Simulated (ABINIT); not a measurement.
Crystal: WS2 (Tungstenite).

```
W S
1.0
     3.18000    0.00000    0.00000
    -1.59000    2.75396    0.00000
     0.00000    0.00000   12.50000
W S
2 4
Direct
  0.66667 0.33333 0.75000
  0.33333 0.66667 0.25000
  0.66667 0.33333 0.37500
  0.33333 0.66667 0.87500
  0.66667 0.33333 0.12500
  0.33333 0.66667 0.62500
```

```yaml
Program: ABINIT 10.8.3 (patched build)
Task: relaxation of cell and atoms
Functional: LDA
Potentials_or_basis: JTH PAW LDA v2.0
Cutoff: 544 eV
k_mesh: 8 × 8 × 3
Occupations: fermi-dirac, width 0.05 eV
Spin: no spin polarisation
```

At the start: pressure -5.5 GPa; volume 18.24 Å³/atom.

Task: How do energy, volume and symmetry change on relaxing?

Result: Over 11 steps the energy falls by 13.6 meV/atom and the volume is 17.18 Å³/atom (-5.8 %); space group P6_3/mmc (No. 194, to 0.05 Å).

Step by step:
```
step  energy change (eV)  largest force (eV/Å)  pressure (GPa)  volume (Å³)
   1              0.0000                0.3578           -5.54       109.47
   2             -0.0509                0.0068           -2.51       107.63
   3             -0.0668                0.2225           -0.03       106.06
   4             -0.0700                0.1941            0.16       105.77
   5             -0.0735                0.0647            0.01       105.40
   6             -0.0739                0.0463           -0.09       105.38
   7             -0.0758                0.0340           -0.53       105.10
   8             -0.0781                0.0930           -0.77       104.52
   9             -0.0805                0.0922           -0.63       103.71
  10             -0.0816                0.0364           -0.22       103.17
  11             -0.0818                0.0064           -0.03       103.11
```

Final structure:
```xyz
6
Lattice="3.1285 0.0000 0.0000 -1.5643 2.7094 0.0000 0.0000 0.0000 12.1641" Properties=species:S:1:pos:R:3 pbc="T T T"
W     1.5643    0.9031    9.1231
W     0.0000    1.8062    3.0410
S     1.5643    0.9031    4.6026
S     0.0000    1.8062   10.6846
S     1.5643    0.9031    1.4795
S     0.0000    1.8062    7.5615
```
